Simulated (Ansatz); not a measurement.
# FeO in Ansatz: the effect of fixed moment

Crystal: FeO.

```
CELL_PARAMETERS angstrom
-1.60210 1.60210 2.08339
1.60210 -1.60210 2.08339
1.60210 1.60210 -2.08339
ATOMIC_POSITIONS crystal
Fe 0.00000 0.00000 0.00000
O 0.50000 0.50000 0.00000
```

The cell comes from a database or a generator and needn't be the stable form of this composition.

Alike in all runs:

```yaml
Program: Ansatz 0.2.0
Task: single point
Functional: PBE
Potentials_or_basis: Ansatz PAW
Cutoff: "420 eV (not typed: the program's choice for these potentials)"
k_mesh: 10 × 10 × 10
Occupations: fermi-dirac, width 0.05 eV
```

**Question.** One run gave: energy over the lowest run 778.0 meV/atom; pressure -29.8 GPa. Which fixed moment did it use?
A. 3
B. 0.8
C. 0
D. 4.5
E. 3.8

**Answer.** C.

```tsv
fixed moment	spin	starting moments	energy over the lowest run (meV/atom)	pressure (GPa)
0	collinear spin, program default start	-	778.0	-29.8
0.8	collinear spin, ferromagnetic start	[0.8, 0.0] μB	678.3	-24.5
1.5	collinear spin, ferromagnetic start	[1.5, 0.0] μB	569.8	-24.1
2.2	collinear spin, ferromagnetic start	[2.2, 0.0] μB	397.6	-22.9
3	collinear spin, ferromagnetic start	[3.0, 0.0] μB	181.3	-17.6
3.8	collinear spin, ferromagnetic start	[3.8, 0.0] μB	0.0	-10.9
4.5	collinear spin, ferromagnetic start	[4.5, 0.0] μB	346.8	1.0
6	collinear spin, ferromagnetic start	[6.0, 0.0] μB	2638.8	39.6
```

Caveats: the total moment is fixed, so each spin has its own Fermi level; the thresholds are loose for stress; a cell with one magnetic atom can't hold antiferromagnetic order, which such compounds often take (some runs); a pressure of tens of GPa on the cell as given is suspect, and the run, the potentials or the cell itself is likely at fault (some runs).
